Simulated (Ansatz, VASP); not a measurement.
# One calculation of MnO, two programs

```xyz
2
Lattice="0.0000 2.2071 2.2071 2.2071 0.0000 2.2071 2.2071 2.2071 0.0000" Properties=species:S:1:pos:R:3 pbc="T T T"
Mn    0.0000    0.0000    0.0000
O     2.2071    2.2071    2.2071
```

Alike in both runs: task single point; functional PBE; k mesh 10 × 10 × 10; occupations fermi-dirac, width 0.05 eV; collinear spin.

|  | VASP | Ansatz |
| --- | --- | --- |
| version | VASP 6.6.1 | Ansatz 0.2.0 |
| potentials or method | VASP PAW PBE potentials, release 64 (Mn_pv, O) | Ansatz PAW |
| plane-wave cutoff (eV) | 520 | 420 |
| valence electrons in the cell | 19 | 21 |

```csv
,VASP,Ansatz,Ansatz less VASP
gap on the k mesh at the Fermi level (eV),none,none,-
pressure (GPa),2.9,2.6,-0.23
net moment per atom (μB),2.37,2.37,0.000
size of the moment on the site where the two differ most (μB),4.30,4.01,-0.294
```

Site moments also hang on the region over which each program counts them. A gap of «none» marks a metal or a gap that the smearing closes. The two sets of potentials don't hold the same shells in valence.

Caveats: a cell with one magnetic atom can't hold antiferromagnetic order, which such compounds often take; semilocal functionals often make such compounds metallic where correlation or magnetic order opens a gap, which also shifts bond lengths; the pressure holds a Pulay correction of +0.6 GPa for the finite cutoff (Ansatz).
